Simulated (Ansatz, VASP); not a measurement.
## One calculation of Si3N4, two programs

The input INCAR:

```
PREC     = Accurate       # precision mode
ENCUT    = 520            # plane-wave cutoff, eV
EDIFF    = 1E-6           # SCF threshold, eV
ISMEAR   = -1             # smearing method
SIGMA    = 0.05           # smearing width, eV
LREAL    = F              # projectors in reciprocal space
LASPH    = T              # aspherical terms in the spheres
NELM     = 80             # most SCF steps
ALGO     = Normal         # electronic algorithm
ISIF     = 2              # what is computed and relaxed
LWAVE    = F              # write WAVECAR
LCHARG   = T              # write CHGCAR
GGA      = PE             # functional
LELF     = T              # ELF
LVHAR    = T            
NBANDS   = 25             # bands
```

KPOINTS

```
regular mesh
0
Gamma
  7 7 7
```

POSCAR

```
Si3N4
1.0
    4.1307800000      0.0000000000      0.0000000000
    0.0000000000      4.1307800000      0.0000000000
    0.0000000000      0.0000000000      4.1307800000
Si N
3 4
Direct
    0.0000000000      0.0000000000      0.5000000000
    0.5000000000      0.0000000000      0.0000000000
    0.0000000000      0.5000000000      0.0000000000
    0.2395200000      0.2395200000      0.7604800000
    0.7604800000      0.7604800000      0.7604800000
    0.2395200000      0.7604800000      0.2395200000
    0.7604800000      0.2395200000      0.2395200000
```

File input.yaml:

```yaml
crystal:
  lattice:
    - [4.13078, 0.0, 0.0]
    - [0.0, 4.13078, 0.0]
    - [0.0, 0.0, 4.13078]
  atoms:
    - { symbol: Si, position: [0.0, 0.0, 0.5] }
    - { symbol: Si, position: [0.5, 0.0, 0.0] }
    - { symbol: Si, position: [0.0, 0.5, 0.0] }
    - { symbol: "N", position: [0.23952, 0.23952, 0.76048] }
    - { symbol: "N", position: [0.76048, 0.76048, 0.76048] }
    - { symbol: "N", position: [0.23952, 0.76048, 0.23952] }
    - { symbol: "N", position: [0.76048, 0.23952, 0.23952] }
hamiltonian:
  xc: pbe
  pseudopotentials: { kind: nc }
kpoints:
  mp_grid: { grid: [7, 7, 7] }
  band_path:
    path:
      - [[0.0, 0.0, 0.0], [0.0, 0.5, 0.0], [0.5, 0.5, 0.0], [0.0, 0.0, 0.0], [0.5, 0.5, 0.5], [0.0, 0.5, 0.0]]
      - [[0.5, 0.5, 0.0], [0.5, 0.5, 0.5]]
    npoints: 10
scf:
  occupations: { method: fermi_dirac, width: 0.05 }
  n_extra_bands: 17
output:
  forces: true
  stress: true
  eigenvalues: true
  fatbands: false
  write_density: true
  write_potential: true
  elf: true
  volumetric_format: npy
```

The cell was built by a generator and needn't be a form met in nature.

Alike in both runs: functional PBE; k mesh 7 × 7 × 7; occupations fermi-dirac, width 0.05 eV; no spin polarisation.

|  | VASP | Ansatz |
| --- | --- | --- |
| version | VASP 6.6.1 | Ansatz 0.2.0 |
| potentials or method | VASP PAW PBE potentials, release 64 (Si, N) | Ansatz NC |
| plane-wave cutoff (eV) | 520 | 1240 |
| valence electrons in the cell | 32 | 32 |
| task | single point | band structure |

Ansatz gave:

```
gap on the k mesh at the Fermi level (eV) : 2.73
least direct gap on the mesh (eV)         : 2.91
pressure (GPa)                            : 0.4
rms of the force components (eV/Å)        : 0.001
```

Q: Which values does VASP return?

A: gap on the k mesh at the Fermi level (eV): 2.74; least direct gap on the mesh (eV): 2.92; pressure (GPa): -0.2; rms of the force components (eV/Å): 0.007.

Atom by atom the forces differ by 0.008 eV/Å (rms over components).

Caveats: an odd mesh through Γ misses points on the zone boundary, where band edges often lie (VASP).
